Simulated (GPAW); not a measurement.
## PbF2 (Fluorocronite) in GPAW: convergence with k mesh

Input of the first run (k mesh 2 × 2 × 2); the others differ in this setting and in those tied to it:

File run.py:

```python
from ase import Atoms
from ase.dft.bandgap import bandgap
from ase.io import write
from ase.units import GPa
from gpaw import GPAW, PW

atoms = Atoms(['Pb', 'F', 'F'],
              cell=[[0.0, 2.96366, 2.96366],
                    [2.96366, 0.0, 2.96366],
                    [2.96366, 2.96366, 0.0]],
              scaled_positions=[[0.0, 0.0, 0.0],
                                [0.75, 0.75, 0.75],
                                [0.25, 0.25, 0.25]],
              pbc=True)

calc = GPAW(mode=PW(800),
            xc='LDA',
            kpts={'size': (2, 2, 2), 'gamma': True},
            occupations={'name': 'fermi-dirac', 'width': 0.05},
            nbands=25,
            convergence={'density': 1e-05, 'energy': 1e-05},
            maxiter=100,
            txt='gpaw.txt')
atoms.calc = calc
energy = atoms.get_potential_energy()
forces = atoms.get_forces()
stress = atoms.get_stress()
calc.write('gs.gpw')
write('result.traj', atoms)
print(f'Energy: {energy:.6f} eV')
print('Forces (eV/A):')
print(forces.round(4))
print('Stress (GPa):', (stress / GPa).round(3))
print('Fermi level:', round(calc.get_fermi_level(), 4), 'eV')
print(f'Gap: {bandgap(calc)[0]:.4f} eV, direct: {bandgap(calc, direct=True)[0]:.4f} eV')
```

Potentials or basis: the program's PAW data sets (release 1.2.1) made for this functional, pw.

The run is started by

```sh
$ OMP_NUM_THREADS=1 python run.py
```

Hardware: 1 thread of Arm Neoverse V1, on a shared host.

**Question.** The values tried are 2 × 2 × 2, 3 × 3 × 3, 4 × 4 × 4, 5 × 5 × 5, 6 × 6 × 6, 7 × 7 × 7, 9 × 9 × 9, 10 × 10 × 10, loosest first. From which on does the pressure stay within 0.1 GPa of the tightest run that finished?

**Answer.** From 3 × 3 × 3 on.

```csv
k mesh,"energy less the tightest run, at zero smearing (meV/atom)",pressure (GPa),gap on the mesh (eV),SCF cycles,CPU time (s),peak memory (GiB)
2 × 2 × 2,25.78,-5.46,4.203,9,6.2,0.16
3 × 3 × 3,0.75,-5.94,4.430,9,7.4,0.16
4 × 4 × 4,-0.14,-5.95,4.188,9,12,0.17
5 × 5 × 5,0.05,-5.95,4.290,9,15,0.17
6 × 6 × 6,0.15,-5.94,4.209,9,22,0.17
7 × 7 × 7,-0.02,-5.95,4.226,9,27,0.18
9 × 9 × 9,0.07,-5.95,4.220,9,45,0.2
10 × 10 × 10,0.00,-5.95,4.198,9,61,0.22
```

Against the tightest run, the energy stays within 1 meV/atom from 3 × 3 × 3 on. Not settled before the last step: the gap on the mesh (to 0.01 eV). Meshes of other sizes hit other points, so gaps and Fermi surfaces needn't settle smoothly. The tightest run that finished is the yardstick and may itself not be fully converged.

Caveat, for the tightest run too: spin-orbit coupling is left out, which as a rule narrows the gap of such compounds by several tenths of an eV.
